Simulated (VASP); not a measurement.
# NaCl (Fm-3m) in VASP: single point with PBE0

Aim: the single point of NaCl with PBE0.

Program: VASP 6.6.1. These are calculated values, not measurements. Logs are shortened: lines on timing, memory, paths and dates and some standing lists are left out, and cuts for length are marked.

### Step 1. The crystal as given

Symmetry: Fm-3m, No. 225, cubic system. Conventional cell: a = 5.607 Å, b = 5.607 Å, c = 5.607 Å, α = 90.00°, β = 90.00°, γ = 90.00°. Na (site symmetry m-3m) is surrounded by 6 Cl at 2.80 Å. Cl (site symmetry m-3m) has 6 Na at 2.80 Å as nearest neighbours.

### Step 2. Single point, PBE0

The input, POSCAR:

```
NaCl
1.0
    0.0000000000      2.8036200000      2.8036200000
    2.8036200000      0.0000000000      2.8036200000
    2.8036200000      2.8036200000      0.0000000000
Na Cl
1 1
Direct
    0.0000000000      0.0000000000      0.0000000000
    0.5000000000      0.5000000000      0.5000000000
```

The input, INCAR.step1:

```
SYSTEM = NaCl
  ALGO = Normal
  EDIFF = 1E-5
  ENCUT = 520
  GGA = PE
  ISIF = 2
  ISMEAR = 0
  LASPH = .TRUE.
  LCHARG = .FALSE.
  LREAL = .FALSE.
  LWAVE = .TRUE.
  NBANDS = 14
  NELM = 80
  PREC = Accurate
  SIGMA = 0.02
```

The input, INCAR.step2:

```
SYSTEM = NaCl
  AEXX = 0.25
  ALGO = Normal
  EDIFF = 1E-7
  ENCUT = 520
  GGA = PE
  ISIF = 2
  ISMEAR = 0
  ISTART = 1
  LASPH = .TRUE.
  LCHARG = .FALSE.
  LHFCALC = .TRUE.
  LREAL = .FALSE.
  LWAVE = .FALSE.
  NBANDS = 14
  NELM = 80
  PREC = Accurate
  PRECFOCK = Fast
  SIGMA = 0.02
```

The input, KPOINTS:

```
k-points
0
G
  6 6 6
  0 0 0
```

Potentials or basis: VASP PAW PBE potentials, release 64 (Na_pv, Cl).

Started as:

```sh
$ cat potpaw_PBE.64/Na_pv/POTCAR potpaw_PBE.64/Cl/POTCAR > POTCAR
$ cp INCAR.step1 INCAR
$ mpirun -np 1 vasp_std > vasp.out
$ cp INCAR.step2 INCAR
$ mpirun -np 1 vasp_std > vasp.out
```

OUTCAR:

```text
SYSTEM = NaCl
   AEXX = 0.25
   EDIFF = 1E-7
   ENCUT = 520
   GGA = PE
   ISIF = 2
   ISMEAR = 0
   ISTART = 1
   LASPH = .TRUE.
   LHFCALC = .TRUE.
   LREAL = .FALSE.
   NELM = 80
   PREC = Accurate
   PRECFOCK = Fast

 ion  position               nearest neighbor table
   1  0.000  0.000  0.000-
   2  0.500  0.500  0.500-

  LATTYP: Found a face centered cubic cell.
 ALAT       =     5.6072400000

  Lattice vectors:

 A1 = (   0.0000000000,   2.8036200000,   2.8036200000)
 A2 = (   2.8036200000,   0.0000000000,   2.8036200000)
 A3 = (   2.8036200000,   2.8036200000,   0.0000000000)

Analysis of symmetry for initial positions (statically):
=====================================================================
 Subroutine PRICEL returns:
 Original cell was already a primitive cell.

 Routine SETGRP: Setting up the symmetry group for a
 face centered cubic supercell.

 Subroutine GETGRP returns: Found 48 space group operations
 (whereof 48 operations were pure point group operations)
 out of a pool of 48 trial point group operations.

The static configuration has the point symmetry O_h .

Analysis of symmetry for dynamics (positions and initial velocities):
=====================================================================
 Subroutine PRICEL returns:
 Original cell was already a primitive cell.

 Routine SETGRP: Setting up the symmetry group for a
 face centered cubic supercell.

 Subroutine GETGRP returns: Found 48 space group operations
 (whereof 48 operations were pure point group operations)
 out of a pool of 48 trial point group operations.

The dynamic configuration has the point symmetry O_h .

 Subroutine INISYM returns: Found 48 space group operations
 (whereof 48 operations are pure point group operations),
 and found     1 'primitive' translations

----------------------------------------------------------------------------------------

                                     Primitive cell

  volume of cell :      44.0745

  direct lattice vectors                    reciprocal lattice vectors
     0.000000000  2.803620000  2.803620000    -0.178340859  0.178340859  0.178340859
     2.803620000  0.000000000  2.803620000     0.178340859 -0.178340859  0.178340859
     2.803620000  2.803620000  0.000000000     0.178340859  0.178340859 -0.178340859

  length of vectors
     3.964917428  3.964917428  3.964917428     0.308895429  0.308895429  0.308895429

  position of ions in fractional coordinates (direct lattice)
     0.000000000  0.000000000  0.000000000
     0.500000000  0.500000000  0.500000000

  ion indices of the primitive-cell ions
   primitive index   ion index
                 1           1
                 2           2

----------------------------------------------------------------------------------------

 KPOINTS: k-points

Automatic generation of k-mesh.
 Grid dimensions read from file:
 generate k-points for:    6    6    6

 Generating k-lattice:

  Cartesian coordinates                     Fractional coordinates (reciprocal lattice)
    -0.029723477  0.029723477  0.029723477     0.166666667  0.000000000  0.000000000
     0.029723477 -0.029723477  0.029723477     0.000000000  0.166666667  0.000000000
     0.029723477  0.029723477 -0.029723477     0.000000000  0.000000000  0.166666667

  Length of vectors
     0.051482572  0.051482572  0.051482572

  Shift w.r.t. Gamma in fractional coordinates (k-lattice)
     0.000000000  0.000000000  0.000000000

 Subroutine IBZKPT returns following result:
 ===========================================

 Found     16 irreducible k-points:

 Following reciprocal coordinates:
            Coordinates               Weight
  0.000000  0.000000  0.000000      1.000000
  0.166667  0.000000  0.000000      8.000000
  0.333333  0.000000  0.000000      8.000000
  0.500000  0.000000  0.000000      4.000000
  0.166667  0.166667  0.000000      6.000000
  0.333333  0.166667  0.000000     24.000000
[... 8 lines left out ...]
 -0.333333  0.333333  0.166667     24.000000
 -0.333333  0.500000  0.166667     12.000000
   k-points           NKPTS =     16   k-points in BZ     NKDIM =    216   number of bands    NBANDS=     14
   number of dos      NEDOS =    301   number of ions     NIONS =      2
   total plane-waves  NPLWV =  27000
   dimension x,y,z NGX =    30 NGY =   30 NGZ =   30
   dimension x,y,z NGXF=    60 NGYF=   60 NGZF=   60
   ions per type =               1   1
   NGX,Y,Z   is equivalent  to a cutoff of  12.58, 12.58, 12.58 a.u.
   NGXF,Y,Z  is equivalent  to a cutoff of  25.16, 25.16, 25.16 a.u.
 SYSTEM =  NaCl
   PREC   = accura    normal or accurate (medium, high low for compatibility)
   ISTART =      1    job   : 0-new  1-cont  2-samecut
   ICHARG =      0    charge: 1-file 2-atom 10-const
   ISPIN  =      1    spin polarized calculation?
   LNONCOLLINEAR =      F non collinear calculations
   LSORBIT =      F    spin-orbit coupling
   LASPH  =      T    aspherical Exc in radial PAW
   ENCUT  =  520.0 eV  38.22 Ry    6.18 a.u.   7.37  7.37  7.37*2*pi/ulx,y,z
   NELM   =     80;   NELMIN=  2; NELMDL=  0     # of ELM steps
   EDIFF  = 0.1E-06   stopping-criterion for ELM
   LREAL  =      F    real-space projection
   EDIFFG = 0.1E-05   stopping-criterion for IOM
   NSW    =      0    number of steps for IOM
   IBRION =     -1    ionic relax: 0-MD 1-quasi-New 2-CG
   NFREE  =      0    steps in history (QN), initial steepest desc. (CG)
   ISIF   =      2    stress and relaxation
   ISYM   =      3    0-nonsym 1-usesym 2-fastsym
   POTIM  = 0.5000    time-step for ionic-motion
   TEBEG  =    0.0;   TEEND  =   0.0 temperature during run
   PSTRESS=    0.0 pullay stress
   NELECT =      14.0000    total number of electrons
   NUPDOWN=      -1.0000    fix difference up-down
   EMIN   =  10.00;   EMAX   =-10.00  energy-range for DOS
   EFERMI =   0.00;   METHOD = LEGACY
   ISMEAR =     0;   SIGMA  =   0.02  broadening in eV -4-tet -1-fermi 0-gaus
   EFERMI_NEDOS =   21; number of points for ismear=-14 and -15
   IALGO  =     38    algorithm
   IMIX   =      1    mixing-type and parameters
     AMIX     =   0.40;   BMIX     =  1.00
     AMIX_MAG =   1.60;   BMIX_MAG =  1.00
  volume/ion in A,a.u.               =      22.04       148.71
  Fermi-wavevector in a.u.,A,eV,Ry     =   1.117005  2.110833 16.975984  1.247700
  Thomas-Fermi vector in A             =   2.253624
   LORBIT       =      0    0 simple, 1 ext, 2 COOP (PROOUT), +10 PAW based schemes
   GGA     = PE    functional components
   LHFCALC =     T    Hartree Fock is set to
   PRECFOCK=fast      Normal, Fast or Accurate (Low or Medium for compatibility)
   ENCUT4O =  -1.0   cutoff for four orbital integrals eV
   NKREDX  =     1    reduce k-point grid by
   NKREDY  =     1    reduce k-point grid by
   NKREDZ  =     1    reduce k-point grid by
   AEXX    =    0.2500 exact exchange contribution
   HFSCREEN=    0.0000 screening length (either q_TF or 0.3 A-1)
   HFSCREENC=   0.0000 screening length for correlation (either q_TF or 0.3 A-1)
   ENCUTFOCK=  -1.0 apply spherical cutoff to Coloumb kernel
   IVDW    =     0    specifies the selected vdW correction
   LEPSILON=     F    determine dielectric tensor
   LRPA    =     F    only Hartree local field effects (RPA)
 non-spin polarized calculation
 Gauss-broadening in eV      SIGMA  =   0.02
  energy-cutoff  :      520.00
  volume of cell :       44.07
 maximum number of plane-waves:      1243
 NGX is ok and might be reduce to    30
  NGX = 18; NGY = 18; NGZ = 18

 number of electron      14.0000003 magnetization

 Free energy of the ion-electron system (eV)
  ---------------------------------------------------
  ext. energy  EPLUGINS =         0.00000000
  ---------------------------------------------------
  free energy    TOTEN  =        -8.39931662 eV

  energy without entropy =       -8.39931662  energy(sigma->0) =       -8.39931662

 E-fermi :  -1.9273     XC(G=0):  -6.4819

 val. band max:       -2.0251214904   @ k =   0.0000   0.0000   0.0000
 cond. band min:       5.2513544497   @ k =   0.0000   0.0000   0.0000
 fundamental gap:      7.2764759401
 Fermi energy:        -1.9272949473

 k-point     1 :       0.0000    0.0000    0.0000
  band No.  band energies     occupation
      1     -24.8899      2.00000
      2     -24.8899      2.00000
      3     -24.8899      2.00000
      4     -15.9525      2.00000
      5      -2.0251      2.00000
      6      -2.0251      2.00000
      7      -2.0251      2.00000
      8       5.2514      0.00000
      9      11.3804      0.00000
     10      11.3804      0.00000
     11      11.3804      0.00000
     12      13.7490      0.00000
     13      13.7490      0.00000
     14      15.0428      0.00000

 k-point     2 :       0.1667    0.0000    0.0000
  band No.  band energies     occupation
      1     -24.8975      2.00000
      2     -24.8903      2.00000
      3     -24.8903      2.00000
      4     -15.8609      2.00000
      5      -2.6713      2.00000
      6      -2.1034      2.00000
      7      -2.1034      2.00000
      8       6.0977      0.00000
      9      10.5369      0.00000
     10      11.6907      0.00000
     11      11.6907      0.00000
     12      13.4036      0.00000
     13      13.4036      0.00000
     14      16.3561      0.00000

 k-point     3 :       0.3333    0.0000    0.0000
  band No.  band energies     occupation
      1     -24.9125      2.00000
      2     -24.8912      2.00000
      3     -24.8912      2.00000
      4     -15.6691      2.00000
      5      -3.7086      2.00000
      6      -2.2529      2.00000
      7      -2.2529      2.00000
      8       7.2068      0.00000
      9      10.4203      0.00000
     10      11.5281      0.00000
     11      11.5281      0.00000
     12      14.5304      0.00000
     13      14.5304      0.00000
     14      15.7167      0.00000
[... 188 lines left out ...]
 k-point    15 :      -0.3333    0.3333    0.1667
  band No.  band energies     occupation
      1     -24.9102      2.00000
      2     -24.9010      2.00000
      3     -24.8958      2.00000
      4     -15.5115      2.00000
      5      -3.6562      2.00000
      6      -3.1221      2.00000
      7      -2.6197      2.00000
      8       9.1074      0.00000
      9       9.4932      0.00000
     10      10.2408      0.00000
     11      12.2883      0.00000
     12      14.7220      0.00000
     13      16.2450      0.00000
     14      17.3709      0.00000

 k-point    16 :      -0.3333    0.5000    0.1667
  band No.  band energies     occupation
      1     -24.9073      2.00000
      2     -24.9011      2.00000
      3     -24.8996      2.00000
      4     -15.4967      2.00000
      5      -3.6294      2.00000
      6      -3.0441      2.00000
      7      -2.8185      2.00000
      8       8.6868      0.00000
      9       9.0175      0.00000
     10      10.8276      0.00000
     11      12.5261      0.00000
     12      15.8022      0.00000
     13      16.9400      0.00000
     14      16.9677      0.00000

------------------------ aborting loop because EDIFF is reached ----------------------------------------

  FORCE on cell =-STRESS in cart. coord.  units (eV):
  Direction    XX          YY          ZZ          XY          YZ          ZX
  --------------------------------------------------------------------------------------
  -------------------------------------------------------------------------------------
  Total        0.1638625      0.1638625      0.1638625      0.0000000     -0.0000000      0.0000000
  in kB        5.9566584      5.9566584      5.9566584      0.0000000     -0.0000000      0.0000000
  external PRESSURE =       5.9566584 kB  Pullay stress =       0.0000000 kB

 VOLUME and BASIS-vectors are now :
 -----------------------------------------------------------------------------
  energy-cutoff  :      520.00
  volume of cell :       44.07
      direct lattice vectors                 reciprocal lattice vectors
     0.000000000  2.803620000  2.803620000    -0.178340859  0.178340859  0.178340859
     2.803620000  0.000000000  2.803620000     0.178340859 -0.178340859  0.178340859
     2.803620000  2.803620000  0.000000000     0.178340859  0.178340859 -0.178340859

 POSITION                                       TOTAL-FORCE (eV/Angst)
 -----------------------------------------------------------------------------------
      0.00000      0.00000      0.00000         0.000000      0.000000     -0.000000
      2.80362      2.80362      2.80362        -0.000000     -0.000000      0.000000
 -----------------------------------------------------------------------------------
    total drift:                               -0.000000     -0.000000     -0.000000

  FREE ENERGIE OF THE ION-ELECTRON SYSTEM (eV)
  ---------------------------------------------------
  free  energy   TOTEN  =        -8.3993166210 eV

  energy  without entropy=       -8.3993166210  energy(sigma->0) =       -8.39931662
```

Run time: 7.7 min. Hardware: 1 thread of Intel Xeon Platinum 8559C (Emerald Rapids), shared host; peak memory 0.18 GiB.

Results:

* Free energy: -8.3993 eV
* Pressure: 0.6 GPa
* Band gap on the k mesh: 7.28 eV, direct

Caveat: the PAW data sets were made with another functional, which shifts forces and pressure a little.
